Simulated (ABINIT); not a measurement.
# CuO (P4_2/mmc) in ABINIT: convergence with k mesh

Aim: find how far k mesh must go before the results for CuO settle, at RPBE. This setting moves, with any that are tied to it; all else stays.

Program: ABINIT 10.8.3 (patched build). These are calculated values, not measurements. Logs are shortened: lines on timing, memory, paths and dates and some standing lists are left out, and cuts for length are marked. The log counts tension as positive stress, the text compression.

## Step 1: The crystal as given

It takes space group P4_2/mmc (No. 131, tetragonal). Conventional cell: a = 3.422 Å, b = 3.422 Å, c = 4.260 Å, α = 90.00°, β = 90.00°, γ = 90.00°. Cu (site symmetry mmm) is surrounded by 4 O at 2.02 Å. O (site symmetry -4m2) is surrounded by 4 Cu at 2.02 Å and 2 O at 2.13 Å.

Measurements of this composition are mostly on another form, of space group No. 15.

## Step 2: With k mesh 2 × 2 × 1

run.abi

```
# Pseudopotentials
pp_dirpath "./"
pseudos "Cu.GGA_PBE-JTH.xml, O.GGA_PBE-JTH.xml"

# Structure
acell 6.4667391178 6.4667391178 8.0511053617
rprim
     1.0000000000     0.0000000000     0.0000000000
     0.0000000000     1.0000000000     0.0000000000
     0.0000000000     0.0000000000     1.0000000000
ntypat 2
znucl 29 8
natom 4
typat 1 1 2 2
xred
     0.0000000000     0.5000000000     0.0000000000
     0.5000000000     0.0000000000     0.5000000000
     0.0000000000     0.0000000000     0.2500000000
     0.0000000000     0.0000000000     0.7500000000

# Plane-wave basis
ecut 26.0
pawecutdg 48.0
pawxcdev 0

# k points
kptopt 1
ngkpt 2 2 1
nshiftk 1
shiftk 0.0 0.0 0.0

# Exchange and correlation
ixc 15

# Bands and occupations
nband 30
occopt 7
tsmear 0.00367493

# SCF cycle
nstep 100
tolvrs 1.0e-9

# Output
iomode 3
prtwf 0
prtden 0
prteig 0
prtebands 0
enunit 1
```

Potentials or basis: JTH PAW PBE v2.0.

Launch:

```
$ mpirun --bind-to none -np 3 abinit run.abi > log 2>&1
```

run.abo:

```text
.Version 10.8.3 of ABINIT
 Symmetries : space group P4_2/m m c (#131); Bravais tP (primitive tetrag.)
================================================================================
 Values of the parameters that define the memory need of the present run
     intxc =       0    ionmov =       0      iscf =      17    lmnmax =      18
     lnmax =       6     mgfft =      40  mpssoang =       3    mqgrid =    3001
     natom =       4  nloc_mem =       2    nspden =       1   nspinor =       1
    nsppol =       1      nsym =      16    n1xccc =       1    ntypat =       2
    occopt =       7   xclevel =       2
       mpw =        1066          nfft =       36000          nkpt =           3
Pmy_natom=         2
 PAW method is used; the additional fine FFT grid is defined by:
   mgfftf=        54    nfftf =    109350
================================================================================
================================================================================

--------------------------------------------------------------------------------
------------- Echo of variables that govern the present computation ------------
--------------------------------------------------------------------------------
 -outvars: echo values of preprocessed input variables --------
            acell      6.4667391178E+00  6.4667391178E+00  8.0511053617E+00 Bohr
              amu      6.35460000E+01  1.59994000E+01
             ecut      2.60000000E+01 Hartree
           enunit           1
              ixc          15
         kptrlatt        2    0    0      0    2    0      0    0    1
          kptrlen      8.05110536E+00
            natom           4
            nband          30
            ngfft          30      30      40
          ngfftdg          45      45      54
             nkpt           3
            nstep         100
             nsym          16
           ntypat           2
           occopt           7
        pawecutdg      4.80000000E+01 Hartree
         pawxcdev           0
           prtden           0
        prtebands           0
           prteig           0
            prtwf           0
          spgroup         131
           tolvrs      1.00000000E-09
           tsmear      3.67493000E-03 Hartree
            typat      1  1  2  2
           useylm           1
           xangst      0.0000000000E+00  1.7110254838E+00  0.0000000000E+00
                       1.7110254838E+00  0.0000000000E+00  2.1302307386E+00
                       0.0000000000E+00  0.0000000000E+00  1.0651153693E+00
                       0.0000000000E+00  0.0000000000E+00  3.1953461078E+00
            xcart      0.0000000000E+00  3.2333695589E+00  0.0000000000E+00
                       3.2333695589E+00  0.0000000000E+00  4.0255526808E+00
                       0.0000000000E+00  0.0000000000E+00  2.0127763404E+00
                       0.0000000000E+00  0.0000000000E+00  6.0383290213E+00
             xred      0.0000000000E+00  5.0000000000E-01  0.0000000000E+00
                       5.0000000000E-01  0.0000000000E+00  5.0000000000E-01
                       0.0000000000E+00  0.0000000000E+00  2.5000000000E-01
                       0.0000000000E+00  0.0000000000E+00  7.5000000000E-01
            znucl       29.00000    8.00000

================================================================================

 chkinp: Checking input parameters for consistency.

================================================================================
== DATASET  1 ==================================================================

--- !DatasetInfo
iteration_state: {dtset: 1, }
dimensions: {natom: 4, nkpt: 3, mband: 30, nsppol: 1, nspinor: 1, nspden: 1, mpw: 1066, }
cutoff_energies: {ecut:  26.0, pawecutdg:  48.0, }
electrons: {nelect:   5.00000000E+01, charge:   0.00000000E+00, occopt:   7.00000000E+00, tsmear:   3.67493000E-03, }
meta: {optdriver: 0, ionmov: 0, optcell: 0, iscf: 17, paral_kgb: 0, }
...

 Exchange-correlation functional for the present dataset will be:
  GGA: RPBE functional - ixc=15
  Hammer, L. B. Hansen, and J. K. Norskov, PRB 59, 7413 (1999)
[... 114 lines left out ...]

 ----iterations are completed or convergence reached----

 Mean square residual over all n,k,spin=   11.241E-09; max=  10.117E-07
 reduced coordinates (array xred) for    4 atoms
       0.000000000000      0.500000000000      0.000000000000
       0.500000000000      0.000000000000      0.500000000000
       0.000000000000      0.000000000000      0.250000000000
       0.000000000000      0.000000000000      0.750000000000
 rms dE/dt=  1.1522E-29; max dE/dt=  1.2622E-29; dE/dt below (all hartree)
    1       0.000000000000      0.000000000000      0.000000000000
    2       0.000000000000      0.000000000000      0.000000000000
    3       0.000000000000      0.000000000000     -0.000000000000
    4       0.000000000000      0.000000000000      0.000000000000

 cartesian coordinates (angstrom) at end:
    1      0.00000000000000     1.71102548383659     0.00000000000000
    2      1.71102548383659     0.00000000000000     2.13023073855012
    3      0.00000000000000     0.00000000000000     1.06511536927506
    4      0.00000000000000     0.00000000000000     3.19534610782519

 cartesian forces (hartree/bohr) at end:
    1     -0.00000000000000    -0.00000000000000    -0.00000000000000
    2     -0.00000000000000    -0.00000000000000    -0.00000000000000
    3     -0.00000000000000    -0.00000000000000     0.00000000000000
    4     -0.00000000000000    -0.00000000000000    -0.00000000000000
 frms,max,avg= 1.3576741E-30 3.9192676E-30   0.000E+00  0.000E+00  0.000E+00 h/b

 cartesian forces (eV/Angstrom) at end:
    1     -0.00000000000000    -0.00000000000000    -0.00000000000000
    2     -0.00000000000000    -0.00000000000000    -0.00000000000000
    3     -0.00000000000000    -0.00000000000000     0.00000000000000
    4     -0.00000000000000    -0.00000000000000    -0.00000000000000
 frms,max,avg= 6.9814410E-29 2.0153684E-28   0.000E+00  0.000E+00  0.000E+00 e/A
 length scales=  6.466739117800  6.466739117800  8.051105361700 bohr
              =  3.422050967673  3.422050967673  4.260461477100 angstroms
 Fermi (or HOMO) energy (eV) =   4.89430   Average Vxc (eV)= -10.06868
 Eigenvalues (   eV  ) for nkpt=   3  k points:
 kpt#   1, nband= 30, wtk=  0.25000, kpt=  0.0000  0.0000  0.0000 (reduced coord)
-108.15117 -108.15070  -65.60326  -65.59838  -65.56764  -65.56764  -65.22453  -65.22453
 -16.13286  -13.36832   -3.85983   -0.98679   -0.98679   -0.59993   -0.59993    0.73572
   1.65473    1.96977    2.04107    2.19803    2.19803    2.29778    3.14669    4.37829
   4.84422    4.95450    4.95450   10.30853   11.47284   13.88482
 prteigrs : prtvol=0 or 1, do not print more k-points.

--- !EnergyTerms
iteration_state     : {dtset: 1, }
comment             : Components of total free energy in Hartree
kinetic             :  3.68838187087474E+01
hartree             :  1.20235068001202E+02
xc                  : -1.12333042280575E+01
Ewald energy        : -2.27065573876272E+02
psp_core            :  1.24161284787046E+01
local_psp           : -2.97281004036875E+02
PAW spherical_terms : -6.18089576003733E+01
internal            : -4.27853824552924E+02
'-kT*entropy'       : -2.66301298904436E-03
total_energy        : -4.27856487565913E+02
total_energy_eV     : -1.16425681410048E+04
...

--- !EnergyTermsDC
iteration_state     : {dtset: 1, }
comment             : '"Double-counting" decomposition of free energy'
band_energy         : -4.56973930168837E+01
Ewald energy        : -2.27065573876272E+02
psp_core            :  1.24161284787046E+01
xc_dc               : -1.16970679601835E+02
PAW spherical_terms : -5.05363024678071E+01
internal            : -4.27853820484094E+02
'-kT*entropy'       : -2.66301298904436E-03
total_energy_dc     : -4.27856483497083E+02
total_energy_dc_eV  : -1.16425680302863E+04
...

--- !EnergyTermsWithPAWCore
iteration_state     : {dtset: 1, }
comment             : 'Components of total free energy, including PAW core contributions'
Total energy        : -3.46085173807353E+03
Total energy DC     : -3.46085173400469E+03
Total energy (eV)   : -9.41745733847934E+04
Total energy DC (eV): -9.41745732740748E+04
...

 Cartesian components of stress tensor (hartree/bohr^3)
  sigma(1 1)= -3.42626739E-07  sigma(3 2)=  0.00000000E+00
  sigma(2 2)= -3.42626739E-07  sigma(3 1)=  0.00000000E+00
  sigma(3 3)= -6.18238297E-04  sigma(2 1)=  0.00000000E+00

-Cartesian components of stress tensor (GPa)         [Pressure=  6.0698E+00 GPa]
- sigma(1 1)= -1.00804267E-02  sigma(3 2)=  0.00000000E+00
- sigma(2 2)= -1.00804267E-02  sigma(3 1)=  0.00000000E+00
- sigma(3 3)= -1.81891987E+01  sigma(2 1)=  0.00000000E+00

== END DATASET(S) ==============================================================
================================================================================

 -outvars: echo values of variables after computation  --------
            acell      6.4667391178E+00  6.4667391178E+00  8.0511053617E+00 Bohr
           etotal     -4.2785648350E+02
            fcart     -0.0000000000E+00 -0.0000000000E+00 -7.8385351554E-31
                      -0.0000000000E+00 -0.0000000000E+00 -7.8385351554E-31
                      -0.0000000000E+00 -0.0000000000E+00  3.9192675777E-30
                      -0.0000000000E+00 -0.0000000000E+00 -2.3515605466E-30
           strten     -3.4262673859E-07 -3.4262673858E-07 -6.1823829744E-04
                       0.0000000000E+00  0.0000000000E+00  0.0000000000E+00
           xangst      0.0000000000E+00  1.7110254838E+00  0.0000000000E+00
                       1.7110254838E+00  0.0000000000E+00  2.1302307386E+00
                       0.0000000000E+00  0.0000000000E+00  1.0651153693E+00
                       0.0000000000E+00  0.0000000000E+00  3.1953461078E+00
             xred      0.0000000000E+00  5.0000000000E-01  0.0000000000E+00
                       5.0000000000E-01  0.0000000000E+00  5.0000000000E-01
                       0.0000000000E+00  0.0000000000E+00  2.5000000000E-01
                       0.0000000000E+00  0.0000000000E+00  7.5000000000E-01
 Calculation completed.
```

Run time: 7.5 s. Hardware: 3 MPI ranks of Arm Neoverse V1, shared host; peak memory 0.3 GiB.

Results:

```
Free energy                                           : -11642.5680 eV
Pressure                                              : 6.1 GPa
Valence electrons inside the program's atomic spheres : Cu 17.28; O 4.46
```

## Step 3: With k mesh 2 × 2 × 2

Edit run.abi of step 2 so:

```diff
@@ -27,3 +27,3 @@
 kptopt 1
-ngkpt 2 2 1
+ngkpt 2 2 2
 nshiftk 1
```

Potentials or basis: JTH PAW PBE v2.0.

Launch:

```
$ mpirun --bind-to none -np 4 abinit run.abi > log 2>&1
```

Run time: 7.4 s. Hardware: 4 MPI ranks of Arm Neoverse V1, shared host; peak memory 0.36 GiB.

It converged, with:

| Quantity | Value |
| --- | --- |
| Free energy | -11643.5020 eV |
| Pressure | 2.3 GPa |
| Band gap on the k mesh | none (metal or under the smearing width) |
| Valence electrons inside the program's atomic spheres | Cu 17.27; O 4.46 |

## Step 4: With k mesh 4 × 4 × 3

Edit run.abi of step 3 so:

```diff
@@ -27,3 +27,3 @@
 kptopt 1
-ngkpt 2 2 2
+ngkpt 4 4 3
 nshiftk 1
```

Launch:

```
$ mpirun --bind-to none -np 4 abinit run.abi > log 2>&1
```

It took 12 s on 4 MPI ranks of Arm Neoverse V1, shared host; peak memory 0.4 GiB.

The run converged. Its results:

```yaml
Free_energy: -11643.5691 eV
Pressure: 1.0 GPa
Band_gap_on_the_k_mesh: none (metal or under the smearing width)
Valence_electrons_inside_the_program's_atomic_spheres: Cu 17.26; O 4.46
```

## Step 5: With k mesh 5 × 5 × 4

Edit run.abi of step 4 so:

```diff
@@ -27,3 +27,3 @@
 kptopt 1
-ngkpt 4 4 3
+ngkpt 5 5 4
 nshiftk 1
```

Launch:

```
$ mpirun --bind-to none -np 4 abinit run.abi > log 2>&1
```

Run time: 20 s. Hardware: 4 MPI ranks of Arm Neoverse V1, shared host; peak memory 0.4 GiB.

It converged, with:

- Free energy: -11643.5333 eV
- Pressure: 0.9 GPa
- Band gap on the k mesh: none (metal or under the smearing width)
- Valence electrons inside the program's atomic spheres: Cu 17.26; O 4.46

## Step 6: With k mesh 6 × 6 × 4

Edit run.abi of step 5 so:

```diff
@@ -27,3 +27,3 @@
 kptopt 1
-ngkpt 5 5 4
+ngkpt 6 6 4
 nshiftk 1
```

Potentials or basis: JTH PAW PBE v2.0.

Launch:

```
$ mpirun --bind-to none -np 4 abinit run.abi > log 2>&1
```

Run time: 26 s. Hardware: 4 MPI ranks of Arm Neoverse V1, shared host; peak memory 0.4 GiB.

It converged, with:

```yaml
Free_energy: -11643.5070 eV
Pressure: 1.0 GPa
Band_gap_on_the_k_mesh: none (metal or under the smearing width)
Valence_electrons_inside_the_program's_atomic_spheres: Cu 17.26; O 4.46
```

## Step 7: With k mesh 7 × 7 × 5

Edit run.abi of step 6 so:

```diff
@@ -27,3 +27,3 @@
 kptopt 1
-ngkpt 6 6 4
+ngkpt 7 7 5
 nshiftk 1
```

Launch:

```
$ mpirun --bind-to none -np 4 abinit run.abi > log 2>&1
```

Wall time 29 s (4 MPI ranks of Arm Neoverse V1, shared host); peak memory 0.44 GiB.

The run converged. Its results:

```
Free energy                                           : -11643.5385 eV
Pressure                                              : 1.0 GPa
Band gap on the k mesh                                : none (metal or under the smearing width)
Valence electrons inside the program's atomic spheres : Cu 17.26; O 4.46
```

## Step 8: With k mesh 8 × 8 × 6

Edit run.abi of step 7 so:

```diff
@@ -27,3 +27,3 @@
 kptopt 1
-ngkpt 7 7 5
+ngkpt 8 8 6
 nshiftk 1
```

Launch:

```
$ mpirun --bind-to none -np 4 abinit run.abi > log 2>&1
```

Wall time 48 s (4 MPI ranks of Arm Neoverse V1, shared host); peak memory 0.48 GiB.

Results (log left out):

* Free energy: -11643.5421 eV
* Pressure: 1.0 GPa
* Band gap on the k mesh: none (metal or under the smearing width)
* Valence electrons inside the program's atomic spheres: Cu 17.26; O 4.46

## Step 9: With k mesh 10 × 10 × 8

Edit run.abi of step 8 so:

```diff
@@ -27,3 +27,3 @@
 kptopt 1
-ngkpt 8 8 6
+ngkpt 10 10 8
 nshiftk 1
```

Potentials or basis: JTH PAW PBE v2.0.

Launch:

```
$ mpirun --bind-to none -np 4 abinit run.abi > log 2>&1
```

Wall time 83 s (4 MPI ranks of Arm Neoverse V1, shared host); peak memory 0.56 GiB.

The run converged. Its results:

| Quantity | Value |
| --- | --- |
| Free energy | -11643.5507 eV |
| Pressure | 0.9 GPa |
| Band gap on the k mesh | none (metal or under the smearing width) |
| Valence electrons inside the program's atomic spheres | Cu 17.26; O 4.46 |

## Step 10: With k mesh 12 × 12 × 9

Edit run.abi of step 9 so:

```diff
@@ -27,3 +27,3 @@
 kptopt 1
-ngkpt 10 10 8
+ngkpt 12 12 9
 nshiftk 1
```

Launch:

```
$ mpirun --bind-to none -np 4 abinit run.abi > log 2>&1
```

Wall time 1.9 min (4 MPI ranks of Arm Neoverse V1, shared host); peak memory 0.6 GiB.

Results (log left out):

- Free energy: -11643.5432 eV
- Pressure: 1.0 GPa
- Band gap on the k mesh: none (metal or under the smearing width)
- Valence electrons inside the program's atomic spheres: Cu 17.26; O 4.46

## Step 11: Summary

| k mesh | energy less the tightest run, at zero smearing (meV/atom) | pressure (GPa) | SCF cycles | CPU time (s) |
| --- | --- | --- | --- | --- |
| 2 × 2 × 1 | 251.47 | 6.07 | 18 | 22 |
| 2 × 2 × 2 | 12.52 | 2.30 | 18 | 29 |
| 4 × 4 × 3 | -6.42 | 0.97 | 15 | 47 |
| 5 × 5 × 4 | 2.16 | 0.95 | 18 | 78 |
| 6 × 6 × 4 | 9.00 | 1.03 | 17 | 100 |
| 7 × 7 × 5 | 1.54 | 0.96 | 18 | 120 |
| 8 × 8 × 6 | 0.44 | 0.99 | 17 | 190 |
| 10 × 10 × 8 | -2.52 | 0.94 | 17 | 330 |
| 12 × 12 × 9 | 0.00 | 0.99 | 18 | 450 |

Against the tightest run, the pressure stays within 0.1 GPa from 4 × 4 × 3 on. Not settled before the last step: the energy (to 1 meV/atom). Meshes of other sizes hit other points, so gaps and Fermi surfaces needn't settle smoothly. The tightest run that finished is the yardstick and may itself not be fully converged.

Caveats: the PAW data sets were made with another functional, which shifts forces and pressure a little; the run has no spin polarisation, though such a crystal can be magnetic; semilocal functionals often make such compounds metallic where correlation or magnetic order opens a gap, which also shifts bond lengths.
